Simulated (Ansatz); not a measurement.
The cell comes from COD entry 2106877, which wasn't checked; take it as a given geometry. The listed cell was then made from it by scaling, straining or moving an atom.

O: DFT, PBE, all-electron PAW with datasets made for the crystal, scalar-relativistic (Ansatz 0.2.0). What sets it apart from a plain run of this crystal: atom 2 (O) moved by (0.0800, 0.0000, 0.0000) Å.

Command: `ansatz run input.yaml --threads 1 --pin off --max-ram 2048MiB --backend cpu --events-out ev --progress --plain --runs-dir out` The run took 47 s on 1 thread of Intel(R) Xeon(R) Platinum 8375C CPU @ 2.90GHz (Ice Lake), on a shared host.

```yaml
crystal:
  lattice:
    - [0.0, 2.10755, 3.34485]
    - [1.47835, 0.0, 3.34485]
    - [1.47835, 2.10755, 0.0]
  atoms:
    - { symbol: O, position: [0.0871, 0.0871, 0.9129] }
    - { symbol: O, position: [0.8858428079, 0.9399571921, 0.1141571921] }
kpoints:
  mp_grid: { grid: [12, 12, 12] }
scf:
  occupations: { method: fermi_dirac, width: 0.01 }
hamiltonian:
  xc: pbe
  pseudopotentials: { kind: all_electron, datasets: crystal }
output:
  forces: true
  stress: true
  eigenvalues: true
  efg: { contact_densities: true }
```

Output (standing set-up lines are left out):

```
Symmetry: 4 space group operations
Space group: C2/m (ITA 12), of the structure as read, at distance tolerance 2.8e-5 Å
k-points: 476 of 1728
iter 1 solved again at ethr=6.17e-3 eV; its pass at ethr=1.00e-1 eV (dr2=7.41e-1 eV) is discarded
SCF iter   1: F=—  HF=-4091.594517 eV  |F-HF|=—  |Δ(HF+E_count)|=         —  Δρ=8.86e-2  dr2=6.52e-1  ethr=6.17e-3  ⟨swp⟩=2.5  Hψ=29866  notcnv=0
preconditioner: auto → none  [metal: Δε(μ)=0.004 eV  Ē_g=21.108 eV  σ=0.010 eV  W_gap=0.10  n_scr=2 (ndim 8)  ℏωp=28.2 eV  f_vac=0.000  D(μ)=1.16/eV (n_scr^D=12)  sad-step TF]
SCF iter   2: F=—  HF=-4091.418229 eV  |F-HF|=—  |Δ(HF+E_count)|=   1.76e-1  Δρ=4.23e-2  dr2=1.79e-1  ethr=5.43e-3  ⟨swp⟩=2.0  Hψ=9525  notcnv=0  defer=5
iter 3 solved again at ethr=2.95e-5 eV; its pass at ethr=1.49e-3 eV (dr2=3.54e-3 eV) is discarded
SCF iter   3: F=—  HF=-4091.364387 eV  |F-HF|=—  |Δ(HF+E_count)|=   5.38e-2  Δρ=6.04e-3  dr2=3.83e-3  ethr=2.95e-5  ⟨swp⟩=3.0  Hψ=26877  notcnv=2  defer=113
SCF iter   4: F=—  HF=-4091.364718 eV  |F-HF|=—  |Δ(HF+E_count)|=   3.31e-4  Δρ=2.82e-3  dr2=1.17e-3  ethr=2.95e-5  ⟨swp⟩=3.6  Hψ=14159  notcnv=0  defer=18
SCF iter   5: F=—  HF=-4091.364829 eV  |F-HF|=—  |Δ(HF+E_count)|=   1.11e-4  Δρ=4.14e-4  dr2=1.03e-5  ethr=9.78e-6  ⟨swp⟩=3.0  Hψ=15384  notcnv=0  defer=16
SCF iter   6: F=—  HF=-4091.364830 eV  |F-HF|=—  |Δ(HF+E_count)|=   1.21e-6  Δρ=5.28e-5  dr2=1.79e-7  ethr=8.62e-8  ⟨swp⟩=3.0  Hψ=9782  notcnv=0  defer=3
SCF iter   7: F=-4091.364831 eV  HF=-4091.364831 eV  |F-HF|=8.03e-9  |Δ(HF+E_count)|=   9.74e-7  Δρ=9.05e-6  dr2=5.82e-9  ethr=1.49e-9  ⟨swp⟩=3.0  Hψ=9919  notcnv=0  defer=1
SCF 1 converged in 7 iterations: F = -4091.364831 eV  dr2 = 5.82e-9
  Residual-converged pass: ⟨swp⟩=3.1  Hψ=10074  notcnv=0  max |occ|·‖R‖ = 5.3e-6 eV (tolerance 5.3e-6 eV)  dr2=5.95e-9  dr2_onsite=8.14e-9  max |Δocc| = 1.0e-9
  greatest PAW one-centre occupation: 0.523 electrons in one spin orbital (limit 2), on the O atom at site 1 (counted from 0), in its partial waves of l = 0
SCF converged after 7 iterations
Free energy (F): -4091.364831 eV
Harris-Foulkes:  -4091.364831 eV  (|F-HF|=8.03e-9)
Internal energy: -4091.364446 eV  (E = F + TS)
E sigma→0 (E₀):  -4091.364638 eV
Entropy (-TS):   -0.000385 eV (-0.193 meV/atom)
Past the cutoff: the bands carry plane waves up to 1.75 times it, of which those up to 1.5 times it add -0.000090 eV an atom, each by itself; the spheres take 0.000166 eV an atom off the energy for waves past 1.75 times it
By the cutoff:   a pressure is off by up to 0.007 GPa (1.2 times the spheres' own share and the shells' term, over an atom's volume, and 0.004 GPa: a bound that held against runs at twice the plane waves)
Past the cutoffs: a stress includes 0.0020 GPa for waves and charges beyond them, in addition to the slope of what the spheres take
In the spheres:  the bands' charges fall short by 2.4e-7 e at most (sound up to 1e-3)
Fermi energy:    3.767291 eV
--- Per-component energies (eV) ---
  The terms above E_closure are by the made datasets' own strengths, without shells solved beside the bands.
--- Forces (eV/Å), atoms counted from 1 ---
  atom   1  O      0.09330852    -0.00000000     3.58988333
  atom   2  O     -0.09330852     0.00000000    -3.58988333
  max |Σ_I F_I| component: 0.00e0 eV/Å
--- Stress (GPa, compression-positive) ---
       -0.638246      -0.000000      -0.154306
       -0.000000      -5.506469      -0.000000
       -0.154306      -0.000000      43.274049
  P = ⅓ Tr σ = 12.3764 GPa (123.764 kbar)
--- PAW observables at the nuclei: V_zz in 10²¹ V/m², potentials from the cell's mean, atoms counted from 1 ---
  atom   1  O  V_zz =   +10.801022   η = 0.1174   by run symmetry: allowed
            electrostatic potential = -614.599678 V   contact ρ = 2164.466497 e/Å³
  atom   2  O  V_zz =   +10.801022   η = 0.1174   by run symmetry: allowed
            electrostatic potential = -614.599678 V   contact ρ = 2164.466497 e/Å³
--- Band table (eV; the first three rows and the last of 476) ---
  k-point 0: bands = ["-24.8365", "-10.3241", "-5.9454", "-2.7972", "-2.4773", "4.3306", "4.9058", "13.1688"]
  k-point 1: bands = ["-24.8021", "-10.3373", "-5.8573", "-2.9034", "-2.5529", "4.2251", "4.8302", "13.3990"]
  k-point 2: bands = ["-24.7071", "-10.3654", "-5.6383", "-3.2675", "-2.6487", "3.8562", "4.7218", "13.9523"]
  k-point 475: bands = ["-24.7321", "-11.7931", "-3.5464", "-3.0130", "-2.5041", "4.8512", "4.9747", "12.2840"]
```

Solid oxygen carries moments on its molecules; these runs leave spin out.
